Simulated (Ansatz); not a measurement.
Ta:

```
Ta
1.0
    -1.65128    1.65128    1.65128
     1.65128   -1.65128    1.65128
     1.65128    1.65128   -1.65128
Ta
1
Direct
  0.00000 0.00000 0.00000
```

Base run:

- Program: Ansatz 0.2.0
- Functional: PBE
- Potentials or basis: all-electron LAPW, scalar-relativistic
- Cutoff: 262 eV (chosen from the basis error)
- Basis error allowed: 0.001 eV/atom
- k mesh: 11 × 11 × 11
- Occupations: fermi-dirac, width 0.05 eV
- Spin: no spin polarisation

Its results: pressure 2.5 GPa.

Question: The run is repeated on the same cell with these changes: functional from PBE to RPBE. What comes out?

Answer: Pressure 6.1 GPa.

RPBE binds less tightly than PBE, so the same cell stands under more pressure.
